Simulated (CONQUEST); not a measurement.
**PtSe2 (Sudovikovite) under changes of volume**

One of the cells (20.265 Å³/atom); the others are scaled copies at fixed shape and fractional positions:

```
CELL_PARAMETERS angstrom
3.72400 0.00000 0.00000
0.00000 5.06200 0.00000
0.00000 0.00000 6.45016
ATOMIC_POSITIONS crystal
Pt 0.00000 0.00000 0.00000
Pt 0.50000 0.00000 0.50000
Se 0.00000 0.75000 0.33333
Se 0.50000 0.75000 0.83333
Se 0.00000 0.25000 0.66667
Se 0.50000 0.25000 0.16667
```

```yaml
Program: CONQUEST 1.3
Functional: LDA
Potentials_or_basis: PseudoDojo NC LDA, DZP, grid of 36 × 48 × 64 points
k_mesh: 7 × 5 × 4
Occupations: fermi-dirac, width 0.05 eV
Spin: no spin polarisation
```

| volume (Å³/atom) | energy over the lowest point (meV/atom) | pressure (GPa) | largest force (eV/Å) |
| --- | --- | --- | --- |
| 19.049 | 67.87 | 13.9 | 1.717 |
| 19.455 | 38.15 | 9.7 | 1.370 |
| 19.860 | 17.54 | 6.6 | 1.049 |
| 20.265 | ? | ? | ? |
| 20.671 | 0.00 | 0.5 | 0.485 |
| 21.076 | 2.00 | -2.1 | 0.235 |
| 21.481 | 9.81 | -4.1 | 0.008 |

Problem. What does the run at 20.265 Å³/atom give?

Solution. Energy over the lowest point 4.91 meV/atom; pressure 3.4 GPa; largest force 0.755 eV/Å.

Worked out: A Birch-Murnaghan fit of order 3 (a polynomial in V^(-2/3)) to the other rows has its minimum at 20.76 Å³/atom with B0 = V·E''(V) = 134 GPa and B' = 3.9 at fixed shape and positions, which overstates the stiffness. It gives 5.08 meV/atom at 20.265 Å³/atom, against the run's 4.91, and -dE/dV = 3.4 GPa, against 3.4.

Energies are extrapolated to zero smearing.

Caveats: the basis of atomic orbitals isn't converged, which shifts pressures, moduli and gaps; forces of over 1 eV/Å show positions far from the minimum, so gaps and moduli don't describe the material at rest (some runs).
